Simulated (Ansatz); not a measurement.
Computed with DFT PBE, scalar-relativistic, plane waves, PAW in Ansatz 0.2.0. Settings: cutoff 420 eV, Γ-centred meshes spaced at most about 0.3 Å⁻¹, and about 0.25 Å⁻¹ or finer for metals (2π included), Gaussian smearing. No spin polarisation.

These are static total energies at zero pressure.

Task: Order these relaxed structures of GaSb4 by energy, lowest first, with the energy over the lowest of them.
A.

```xyz
5
Lattice="-3.3384 3.3384 3.3384 3.3384 -3.3384 3.3384 3.3384 3.3384 -3.3384" Properties=species:S:1:pos:R:3 pbc="T T T"
Ga    0.0000    0.0000    0.0000
Sb    1.6692    1.6692   -1.6692
Sb    1.6692   -1.6692    1.6692
Sb   -1.6692    1.6692    1.6692
Sb    1.6692    1.6692    1.6692
```

B.

```xyz
5
Lattice="5.3377 0.0000 0.0000 0.0000 5.3377 0.0000 0.0000 0.0000 5.3377" Properties=species:S:1:pos:R:3 pbc="T T T"
Ga    0.0000    0.0000    0.0000
Sb    1.5748    1.5748    1.5748
Sb    3.7630    3.7630    1.5748
Sb    1.5748    3.7630    3.7630
Sb    3.7630    1.5748    3.7630
```

C.

```xyz
5
Lattice="-2.7838 2.7838 4.5206 2.7838 -2.7838 4.5206 2.7838 2.7838 -4.5206" Properties=species:S:1:pos:R:3 pbc="T T T"
Ga    0.0000    0.0000    0.0000
Sb    0.0000    0.0000    2.9766
Sb    0.0000    0.0000    6.0646
Sb    0.0000    2.7838    0.0000
Sb    2.7838    0.0000    0.0000
```

Result: C (0 meV/atom), A (57 meV/atom), B (242 meV/atom). Forms: C I4/mmm; A Im-3m; B P-43m. Counting Sb atoms around Ga (those within 1.25 times the shortest such distance or 1.15 times the sum of covalent radii, 1.27 where that leaves under three): C has Ga 6; A has Ga 8; B has Ga 4. All come from invented guesses. The lowest form computed isn't among them: it has space group P4/mmm (No. 123), 30.0 Å³/atom and lies 53 meV/atom below the best shown. Even the lowest of the cells shown lies +0.17 eV/atom against the elements.

These runs have no spin–orbit coupling, which can matter for Sb. Cells relaxed within their symmetry can be saddle points. Some structure types and database cells were kept out of the candidates from the start, so a known form may be missing.
